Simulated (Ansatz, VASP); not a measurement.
## Ti: VASP beside Ansatz

```
Ti
1.0
     0.00000    2.02772    2.02772
     2.02772    0.00000    2.02772
     2.02772    2.02772    0.00000
Ti
1
Direct
  0.00000 0.00000 0.00000
```

Alike in both runs: functional PBEsol; k mesh 13 × 13 × 13; occupations gaussian, width 0.1 eV; no spin polarisation.

Ansatz relaxed the structure, and its values are those at the end. VASP's run is a single point on that final structure, the one shown.

```csv
,VASP,Ansatz
version,VASP 6.6.1,Ansatz 0.2.0
potentials or method,"VASP PAW PBE potentials, release 64 (Ti_sv)","plane waves, PAW"
plane-wave cutoff (eV),520,420
valence electrons in the cell,12,12
```

VASP gave:

```
pressure (GPa) : -0.2
```

Estimate Ansatz's values.

pressure (GPa): 0.0.

With one functional, cell and mesh, what is left measures potentials, basis and numerics.

Caveats: the PAW data sets were made with another functional, which shifts forces and pressure a little (VASP).
